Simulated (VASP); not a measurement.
TiH2, 3 atoms in the cell. It takes space group I4/mmm (No. 139, tetragonal). Conventional cell: a = 3.177 Å, b = 3.177 Å, c = 4.140 Å, α = 90.00°, β = 90.00°, γ = 90.00°. Around Ti (site symmetry 4/mmm) lie 8 H at 1.90 Å. H (site symmetry -4m2) is surrounded by 4 Ti at 1.90 Å and 2 H at 2.07 Å. The cell comes from a database or a generator and needn't be the stable form of this composition.

```yaml
Program: VASP 6.6.1
Task: single point
Functional: PBEsol
Potentials_or_basis: VASP PAW PBE potentials, release 64 (Ti_sv, H_h)
Cutoff: 900 eV
k_mesh: 18 × 18 × 18
Occupations: gaussian, width 0.1 eV
Spin: no spin polarisation
Further_INCAR_settings: ALGO = Normal; EDIFF = 1e-06; NBANDS = 14
```

Potentials or basis: VASP PAW PBE potentials, release 64 (Ti_sv, H_h).

Command:

```console
$ cat potpaw_PBE.64/Ti_sv/POTCAR potpaw_PBE.64/H_h/POTCAR > POTCAR
$ mpirun -np 1 vasp_std > vasp.out
```

Hardware: 1 thread of Intel(R) Xeon(R) Platinum 8488C (Sapphire Rapids), with other jobs on the host.

Problem. How long does it take, and how much memory?

Solution. It took 3.7 min on 1 thread of Intel(R) Xeon(R) Platinum 8488C (Sapphire Rapids) (shared host), peak memory 0.43 GiB. Counts: scf iterations 13, k points 480.
